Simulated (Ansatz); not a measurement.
# Si: pressure up to the limit of the methods

The task here is to estimate one member of a computed series from the others.

Program: Ansatz 0.2.0. Level of theory: DFT LDA, with the methods named in each step. These are calculated values, not measurements.

1 further run of the same task is left out (it didn't finish). Runs told in other sessions of the task aren't counted.

### The starting structure

It takes space group Fm-3m (No. 225, cubic). Conventional cell: a = 4.000 Å, b = 4.000 Å, c = 4.000 Å, α = 90.00°, β = 90.00°, γ = 90.00°. Around Si (site symmetry m-3m) lie 12 Si at 2.83 Å.

Structure file:

```xyz
1
Lattice="0.0000 2.0000 2.0000 2.0000 0.0000 2.0000 2.0000 2.0000 0.0000" Properties=species:S:1:pos:R:3 pbc="T T T"
Si    0.0000    0.0000    0.0000
```

Whether this phase is the stable one at these pressures isn't tested.

Set-up of the first run:

input.yaml

```yaml
crystal:
  lattice:
    - [0.0, 2.0, 2.0]
    - [2.0, 0.0, 2.0]
    - [2.0, 2.0, 0.0]
  atoms:
    - { symbol: Si, position: [0.0, 0.0, 0.0] }
kpoints:
  mp_grid: { grid: [18, 18, 18] }
scf:
  occupations: { method: fermi_dirac, width: 0.08 }
hamiltonian:
  xc: lda
  pseudopotentials: { kind: paw }
output:
  forces: true
  stress: true
relax:
  f_tol: 0.005
  max_steps: 40
  cell: {}
```

Started as:

```console
> ansatz run input.yaml --threads 1 --pin off --max-ram 2048MiB --backend cpu --events-out ev --progress --plain --runs-dir out
```

Steps of the session up to this table: Cell relaxed at zero pressure, PAW; Volume scaled by 1, PAW; Volume scaled by 0.9, PAW; Volume scaled by 0.8, PAW; Volume scaled by 0.7, PAW; Volume scaled by 0.6, PAW; Volume scaled by 0.5, PAW; Volume scaled by 0.5, PAW (cutoff 800 eV); Volume scaled by 0.4, PAW; Volume scaled by 0.4, PAW (core large).

One of the session's tables, all rows but one given; the rest of the session is left out.

 The rows PAW, 0.4 and PAW (core large), 0.4 agree to the last digit and may rest on the same set-up.

```
             method  volume over the first  volume (Å³/atom)  pressure (GPa)
                PAW                      1            13.977            0.00
                PAW                    0.9            12.579           11.57
                PAW                    0.8            11.182           31.08
                PAW                    0.7                 ?               ?
                PAW                    0.6             8.386          137.39
                PAW                    0.5             6.988          285.16
                PAW                    0.4             5.591          613.81
   PAW (core large)                    0.4             5.591          613.81
PAW (cutoff 800 eV)                    0.5             6.988          285.14
```

**Question.** Estimate the row for PAW, 0.7.

As computed: volume (Å³/atom): 9.784; pressure (GPa): 67.23. In the column «volume (Å³/atom)» it lies between PAW, 0.6 (8.386) and PAW, 0.8 (11.182).

Caveats from the session: At pressures up to 614 GPa the PAW spheres may overlap and frozen cores may not hold, so those PAW values are rough without an all-electron check. Warnings in the runs' records: datasets by core.
